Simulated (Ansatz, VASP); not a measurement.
# One calculation of CoSi, two programs

```xyz
2
Lattice="2.7998 0.0000 0.0000 0.0000 2.7998 0.0000 0.0000 0.0000 2.7998" Properties=species:S:1:pos:R:3 pbc="T T T"
Co    0.0000    0.0000    0.0000
Si    1.3999    1.3999    1.3999
```

Change from the starting cell: volume scaled by 1.02.

Alike in both runs: task single point; functional PBE; k mesh 10 × 10 × 10; occupations fermi-dirac, width 0.05 eV; collinear spin, ferromagnetic start.

```csv
,VASP,Ansatz
version,VASP 6.6.1,Ansatz 0.2.0
potentials or method,"VASP PAW PBE potentials, release 64 (Co, Si)",Ansatz PAW
plane-wave cutoff (eV),520,420
valence electrons in the cell,13,21
```

Ansatz gave:

- gap on the k mesh at the Fermi level (eV): none
- pressure (GPa): -3.4
- net moment per atom (μB): 0.28
- size of the moment on the site where the two differ most (μB): 0.57

Problem. What did VASP give for the same quantities?

Solution. gap on the k mesh at the Fermi level (eV): none; pressure (GPa): -3.5; net moment per atom (μB): 0.27; size of the moment on the site where the two differ most (μB): 0.56.

Site moments also hang on the region over which each program counts them. A gap of «none» marks a metal or a gap that the smearing closes. The functional is the same, so the differences come from potentials, cutoffs and numerics. The two sets of potentials don't hold the same shells in valence.
